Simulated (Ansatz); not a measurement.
# Boron, alpha-rhombohedral (B12) under r²SCAN: relaxation and energy

Aim: take boron in the alpha-rhombohedral (B12) structure, relax it, solve it on a dense k-mesh, then switch on spin-orbit coupling. The k-meshes are 4×4×4 for the relaxation; 7×7×7 for the dense run; 6×6×6 for spin-orbit coupling. It starts from a deposited cell (COD).

The COD entry's cell or inner coordinates are ideal or old and differ from later refinements, so a difference from it is no clean test against experiment.

Method: DFT r2SCAN, plane waves (500 eV) with PAW, scalar-relativistic; the PAW data stem from PBE, with regenerated cores, in Ansatz 0.2.0.

**1. The system as given**

It takes space group R-3m (No. 166, trigonal). Conventional cell: a = 4.908 Å, b = 4.908 Å, c = 12.567 Å, α = 90.00°, β = 90.00°, γ = 120.00°. B (site symmetry m) has 6 B at 1.71 to 1.79 Å as nearest neighbours. B (site symmetry m) is surrounded by 7 B at 1.78 to 2.02 Å.

As a file:

```cif
data_structure
_symmetry_space_group_name_H-M 'P 1'
_symmetry_Int_Tables_number 1
_cell_length_a 5.0574
_cell_length_b 5.0574
_cell_length_c 5.0574
_cell_angle_alpha 58.055
_cell_angle_beta 58.055
_cell_angle_gamma 58.055
_cell_volume 87.39
loop_
_atom_site_label
_atom_site_type_symbol
_atom_site_fract_x
_atom_site_fract_y
_atom_site_fract_z
_atom_site_occupancy
B1 B 0.01040 0.65730 0.01040 1
B2 B 0.01040 0.01040 0.65730 1
B3 B 0.65730 0.01040 0.01040 1
B4 B 0.98960 0.34270 0.98960 1
B5 B 0.34270 0.98960 0.98960 1
B6 B 0.98960 0.98960 0.34270 1
B7 B 0.22060 0.63230 0.22060 1
B8 B 0.22060 0.22060 0.63230 1
B9 B 0.63230 0.22060 0.22060 1
B10 B 0.77940 0.36770 0.77940 1
B11 B 0.36770 0.77940 0.77940 1
B12 B 0.77940 0.77940 0.36770 1
```

**2. Relaxing cell and atoms**

The input, input.yaml:

```yaml
crystal:
  lattice:
    - [2.4540015844, 1.4168184754, 4.189]
    - [-2.4540015844, 1.4168184754, 4.189]
    - [0.0, -2.8336369507, 4.189]
  atoms:
    - { symbol: B, position: [0.0104, 0.6573, 0.0104] }
    - { symbol: B, position: [0.0104, 0.0104, 0.6573] }
    - { symbol: B, position: [0.6573, 0.0104, 0.0104] }
    - { symbol: B, position: [0.9896, 0.3427, 0.9896] }
    - { symbol: B, position: [0.3427, 0.9896, 0.9896] }
    - { symbol: B, position: [0.9896, 0.9896, 0.3427] }
    - { symbol: B, position: [0.2206, 0.6323, 0.2206] }
    - { symbol: B, position: [0.2206, 0.2206, 0.6323] }
    - { symbol: B, position: [0.6323, 0.2206, 0.2206] }
    - { symbol: B, position: [0.7794, 0.3677, 0.7794] }
    - { symbol: B, position: [0.3677, 0.7794, 0.7794] }
    - { symbol: B, position: [0.7794, 0.7794, 0.3677] }
hamiltonian:
  xc: r2scan
  pseudopotentials:
    kind: paw
    azcp:
      B: "pseudopotentials/B.paw.azcp"
basis:
  ecutwfc: 500
  fft_grid_basis: typed
kpoints:
  mp_grid: { grid: [4, 4, 4], shift: [0, 0, 0] }
magnetization:
  spin_polarized: false
scf:
  occupations: { method: fermi_dirac, width: 0.05 }
relax:
  max_steps: 60
  f_tol: 0.01
  cell: {}
```

Standard output, cut to the lines that bear on the results:

```text
Warning: RAYON_NUM_THREADS=8 ignored (pool sized by the plan → 8); use --threads N
[...]
Pseudopotentials: kind: paw
Pseudopotential: B, paw, valence charge 3, recommended cutoff 500 eV (meta_gga), <dir>
Functional definition: r2SCAN
[...]
Crystal: 12 atoms, lattice volume = 87.388 Å³
Basis set: ecut = 500 eV, 2193 PW (Γ), exchange–correlation on 160×160×160 points (64 copies of the dense FFT grid, shifted against one another)
Bands: 30, of which v1, the nominal top of the filled ones, is band 18 counted from 1 (17 counted from 0)
Symmetry: 12 space group operations
Space group: R-3m (ITA 166), of the structure as read, at distance tolerance 4.4e-5 Å
k-points: 13 of 64
[...]
SCF iter   1: F=—  HF=-1878.276444 eV  |F-HF|=—  |Δ(HF+E_count)|=         —  Δρ=8.74e-3  dr2=5.53e-2  dr2_τ=1.68e0  ethr=1.77e-3  ⟨swp⟩=7.1  Hψ=2129  notcnv=0  defer=21
[...]
relax step   1: F+E_penalty+E_count = -1878.58574466 eV  Δ(F+E_penalty+E_count) = +0.000e0 eV  max|allowed force component| = 7.269e-1 eV/Å  Δτ_max = 0.0000 Å  P = -1.421 GPa  Ω = 87.388 Å³  (6 SCF iters, dr2 threshold 1.00e-7 eV, accepted)
[...]
relax step   5: F+E_penalty+E_count = -1878.63767691 eV  Δ(F+E_penalty+E_count) = -1.409e-5 eV  max|allowed force component| = 8.728e-4 eV/Å  Δτ_max = 0.0003 Å  P = -0.004 GPa  Ω = 86.697 Å³  energy of the carried Pulay correction = +7.583e-5 eV  (4 SCF iters, dr2 threshold 2.28e-8 eV, accepted)
[...]
       -0.002374       0.000000       0.000000
        0.000000      -0.002374      -0.000000
        0.000000      -0.000000      -0.009056
  P = ⅓ Tr σ = -0.0046 GPa (-0.046 kbar)
--- Relaxed structure (5 steps of the walk, 5 accepted, 1 SCFs on fresh bases) ---
  F+E_penalty+E_count = -1878.63761416 eV   max|allowed force component| = 8.857e-4 eV/Å   (the final SCF, on the basis selected at the relaxed cell)
  cell:  # Å, volume = 86.6966 Å³
    - [2.4495216061921976, 1.414231958737465, 4.171081380175854]
    - [-2.4495216061921976, 1.414231958737465, 4.171081380175854]
    - [-9.461312428499285e-19, -2.828463917425144, 4.171081380192736]
  atoms:
    - { symbol: B, position: [0.009838565498890256, 0.654440289677365, 0.009838565498890228] }
    - { symbol: B, position: [0.009838565498890173, 0.009838565498890173, 0.6544402896773648] }
    - { symbol: B, position: [0.654440289677365, 0.009838565498890256, 0.009838565498890228] }
    - { symbol: B, position: [0.99016143450111, 0.3455597103226354, 0.99016143450111] }
    - { symbol: B, position: [0.3455597103226354, 0.99016143450111, 0.99016143450111] }
    - { symbol: B, position: [0.99016143450111, 0.99016143450111, 0.3455597103226354] }
    - { symbol: B, position: [0.22048602743619555, 0.6317957861306543, 0.2204860274361955] }
    - { symbol: B, position: [0.2204860274361955, 0.2204860274361955, 0.6317957861306543] }
    - { symbol: B, position: [0.6317957861306543, 0.22048602743619555, 0.2204860274361955] }
    - { symbol: B, position: [0.7795139725638046, 0.36820421386934593, 0.7795139725638045] }
    - { symbol: B, position: [0.36820421386934593, 0.7795139725638046, 0.7795139725638045] }
    - { symbol: B, position: [0.7795139725638045, 0.7795139725638045, 0.3682042138693458] }
```

It took 3.5 s on 8 threads of an x86-64 CPU, shared host; peak memory 0.85 GiB.

Step by step:

| step | energy change (meV/atom) | largest force (eV/Å) | pressure (GPa) | volume (Å³/atom) |
| --- | --- | --- | --- | --- |
| 1 | 0.00 | 0.7269 | -1.42 | 7.282 |
| 2 | -3.72 | 0.2743 | -0.06 | 7.231 |
| 3 | -4.31 | 0.0167 | 0.20 | 7.219 |
| 4 | -4.33 | 0.0061 | 0.05 | 7.223 |
| 5 | -4.33 | 0.0009 | 0.00 | 7.225 |
| 6 | -4.32 | 0.0009 | 0.00 | 7.225 |

Steps that repeat a cell are solved on a basis chosen anew, so their changes of energy are no gain of the relaxation.

Changes in the cell that was computed:

|  | before | after | change |
| --- | --- | --- | --- |
| a (Å) | 5.057 | 5.040 | -0.4 % |
| b (Å) | 5.057 | 5.040 | -0.4 % |
| c (Å) | 5.057 | 5.040 | -0.4 % |
| α (°) | 58.06 | 58.16 | +0.2 % |
| β (°) | 58.06 | 58.16 | +0.2 % |
| γ (°) | 58.06 | 58.16 | +0.2 % |
| volume (Å³/atom) | 7.282 | 7.225 | -0.8 % |
| shortest distance (Å) | 1.709 | 1.667 | -2.4 % |
| space group (spins left aside) | R-3m | R-3m | same |

**3. Dense single point**

The input, input.yaml:

```yaml
crystal:
  lattice:
    - [2.4495216062, 1.4142319587, 4.1710813802]
    - [-2.4495216062, 1.4142319587, 4.1710813802]
    - [0.0, -2.8284639174, 4.1710813802]
  atoms:
    - { symbol: B, position: [0.0098385655, 0.6544402897, 0.0098385655] }
    - { symbol: B, position: [0.0098385655, 0.0098385655, 0.6544402897] }
    - { symbol: B, position: [0.6544402897, 0.0098385655, 0.0098385655] }
    - { symbol: B, position: [0.9901614345, 0.3455597103, 0.9901614345] }
    - { symbol: B, position: [0.3455597103, 0.9901614345, 0.9901614345] }
    - { symbol: B, position: [0.9901614345, 0.9901614345, 0.3455597103] }
    - { symbol: B, position: [0.2204860274, 0.6317957861, 0.2204860274] }
    - { symbol: B, position: [0.2204860274, 0.2204860274, 0.6317957861] }
    - { symbol: B, position: [0.6317957861, 0.2204860274, 0.2204860274] }
    - { symbol: B, position: [0.7795139726, 0.3682042139, 0.7795139726] }
    - { symbol: B, position: [0.3682042139, 0.7795139726, 0.7795139726] }
    - { symbol: B, position: [0.7795139726, 0.7795139726, 0.3682042139] }
hamiltonian:
  xc: r2scan
  pseudopotentials:
    kind: paw
    azcp:
      B: "pseudopotentials/B.paw.azcp"
basis:
  ecutwfc: 500
  fft_grid_basis: typed
kpoints:
  mp_grid: { grid: [7, 7, 7], shift: [0, 0, 0] }
magnetization:
  spin_polarized: false
scf:
  occupations: { method: fermi_dirac, width: 0.05 }
```

Standard output, cut to the lines that bear on the results:

```text
Warning: RAYON_NUM_THREADS=8 ignored (pool sized by the plan → 8); use --threads N
[...]
[... 3 set-up lines as earlier in the session ...]
[...]
Crystal: 12 atoms, lattice volume = 86.697 Å³
Basis set: ecut = 500 eV, 2193 PW (Γ), exchange–correlation on 160×160×160 points (64 copies of the dense FFT grid, shifted against one another)
Bands: 30, of which v1, the nominal top of the filled ones, is band 18 counted from 1 (17 counted from 0)
[... 2 set-up lines as earlier in the session ...]
k-points: 44 of 343
[...]
SCF iter   1: F=—  HF=-1878.337124 eV  |F-HF|=—  |Δ(HF+E_count)|=         —  Δρ=8.44e-3  dr2=4.84e-2  dr2_τ=1.69e0  ethr=1.77e-3  ⟨swp⟩=7.4  Hψ=7195  notcnv=0  defer=100
[...]
SCF iter   7: F=-1878.648008 eV  HF=-1878.648008 eV  |F-HF|=4.06e-9  |Δ(HF+E_count)|=   1.19e-7  Δρ=5.03e-6  dr2=1.36e-8  dr2_τ=5.43e-10  ethr=2.78e-10  ⟨swp⟩=2.5  Hψ=2233  notcnv=0
[...]
SCF converged after 7 iterations
Free energy (F): -1878.648008 eV
[...]
E sigma→0 (E₀):  -1878.648008 eV
Fermi energy:    9.841212 eV
[...]
```

Wall time 1.6 s (8 threads of an x86-64 CPU, shared host); peak memory 0.88 GiB.

**4. A two-component run at the same geometry**

input.yaml: that of step 3 with these lines changed.

```diff
@@ -21,3 +21,3 @@
   pseudopotentials:
-    kind: paw
+    kind: paw_fr
     azcp:
@@ -28,5 +28,6 @@
 kpoints:
-  mp_grid: { grid: [7, 7, 7], shift: [0, 0, 0] }
+  mp_grid: { grid: [6, 6, 6], shift: [0, 0, 0] }
 magnetization:
-  spin_polarized: false
+  noncollinear: true
+  spin_orbit: true
 scf:
```

Standard output, cut to the lines that bear on the results:

```text
Warning: RAYON_NUM_THREADS=8 ignored (pool sized by the plan → 8); use --threads N
[...]
Pseudopotentials: kind: paw_fr
Pseudopotential: B, paw_fr, valence charge 3, recommended cutoff 500 eV (meta_gga), <dir>
[... 1 set-up line as earlier in the session ...]
[...]
non-collinear run that drives no moment, with spin-orbit: no starting moment large enough to seed its density (crystal.atoms[].spin), no starting occupations that ask for one, no magnetisation constraint and no magnetic field, so the semilocal B_xc is pinned to zero
Crystal: 12 atoms, lattice volume = 86.697 Å³
Basis set: ecut = 500 eV, 2193 PW (Γ), exchange–correlation on 160×160×160 points (64 copies of the dense FFT grid, shifted against one another)
Bands: 60, of which v1, the nominal top of the filled ones, is band 36 counted from 1 (35 counted from 0)
Symmetry: 12 space group operations + 12 with time reversal
[...]
Magnetization: |M| = 0.0000 μB,  M = (+0.0000, +0.0000, +0.0000) μB
Absolute magnetization: 0.0000 μB (∫|m|)
  site 0: m = (+0.0000, +0.0000, +0.0000) μB, |m| = 0.0000 μB  (R = 0.69 Å)
  site 1: m = (+0.0000, +0.0000, +0.0000) μB, |m| = 0.0000 μB  (R = 0.69 Å)
  site 2: m = (+0.0000, +0.0000, +0.0000) μB, |m| = 0.0000 μB  (R = 0.69 Å)
  site 3: m = (+0.0000, +0.0000, +0.0000) μB, |m| = 0.0000 μB  (R = 0.69 Å)
  site 4: m = (+0.0000, +0.0000, +0.0000) μB, |m| = 0.0000 μB  (R = 0.69 Å)
  site 5: m = (+0.0000, +0.0000, +0.0000) μB, |m| = 0.0000 μB  (R = 0.69 Å)
  site 6: m = (+0.0000, +0.0000, +0.0000) μB, |m| = 0.0000 μB  (R = 0.73 Å)
  site 7: m = (+0.0000, +0.0000, +0.0000) μB, |m| = 0.0000 μB  (R = 0.73 Å)
  site 8: m = (+0.0000, +0.0000, +0.0000) μB, |m| = 0.0000 μB  (R = 0.73 Å)
  site 9: m = (+0.0000, +0.0000, +0.0000) μB, |m| = 0.0000 μB  (R = 0.73 Å)
  site 10: m = (+0.0000, +0.0000, +0.0000) μB, |m| = 0.0000 μB  (R = 0.73 Å)
  site 11: m = (+0.0000, +0.0000, +0.0000) μB, |m| = 0.0000 μB  (R = 0.73 Å)
Free energy (F): -1878.569541 eV
[...]
E sigma→0 (E₀):  -1878.569541 eV
Fermi energy:    9.864133 eV
[...]
```

Wall time 6.1 s (8 threads of an x86-64 CPU, shared host); peak memory 1.6 GiB.

With and without spin-orbit coupling:

|  | scalar-relativistic | with spin-orbit coupling |
| --- | --- | --- |
| k-mesh | 7×7×7 | 6×6×6 |
| gap on the mesh | 1.64 eV | 1.64 eV |

The meshes differ, so small differences between the columns need not come from spin-orbit coupling.

**5. What came out**

```
                                     quantity                                    value
               space group (spins left aside)                           R-3m (No. 166)
                            conventional cell  a = 4.899 Å, c = 12.513 Å (c/a = 2.554)
                                       volume                            7.225 Å³/atom
                            shortest distance                                  1.667 Å
                  against the measured volume                   -0.8 % (7.282 Å³/atom)
                              gap on the mesh                                  1.64 eV
gap with spin-orbit coupling, on another mesh                                  1.64 eV
```

In words: r²SCAN puts the volume 0.8 % below the deposited one. The deposited cell holds zero-point motion and, unless taken cold, thermal expansion, which account for some of this. The mesh shows a gap of 1.64 eV. A gap read on the mesh alone is an upper bound to the gap of this level of theory. The spin-orbit run (on a coarser mesh) has the same gap. The total energy of the spin-orbit run (on a coarser mesh) lies +7 meV/atom from the scalar one; mesh and treatment of the core enter this figure, so it is no spin-orbit energy.
